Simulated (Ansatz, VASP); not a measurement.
GaSb in VASP and in Ansatz

```xyz
2
Lattice="0.0000 3.0590 3.0590 3.0590 0.0000 3.0590 3.0590 3.0590 0.0000" Properties=species:S:1:pos:R:3 pbc="T T T"
Ga    0.0000    0.0000    0.0000
Sb    4.5885    4.5885    4.5885
```

Alike in both runs: task relaxation of cell and atoms; functional PBEsol; k mesh 12 × 12 × 12; occupations fermi-dirac, width 0.05 eV; no spin polarisation.

|  | VASP | Ansatz |
| --- | --- | --- |
| version | VASP 6.6.1 | Ansatz 0.2.0 |
| potentials or method | VASP PAW PBE potentials, release 64 (Ga_d, Sb) | PAW with Ansatz's default frozen-core files, scalar-relativistic |
| plane-wave cutoff (eV) | 600 | 420 |
| valence electrons in the cell | 18 | 28 |

VASP gave:

* relaxed volume (Å³/atom): 28.58
* relaxed cell length with the largest relative difference (Å): 4.324

Problem. What did Ansatz give for the same quantities?

Solution. Relaxed volume (Å³/atom): 28.53; relaxed cell length with the largest relative difference (Å): 4.321.

The two sets of potentials don't hold the same shells in valence.

Caveats: the PAW data sets were made with another functional, which shifts forces and pressure a little (VASP). Spin-orbit coupling is left out, which matters for the levels of Sb.
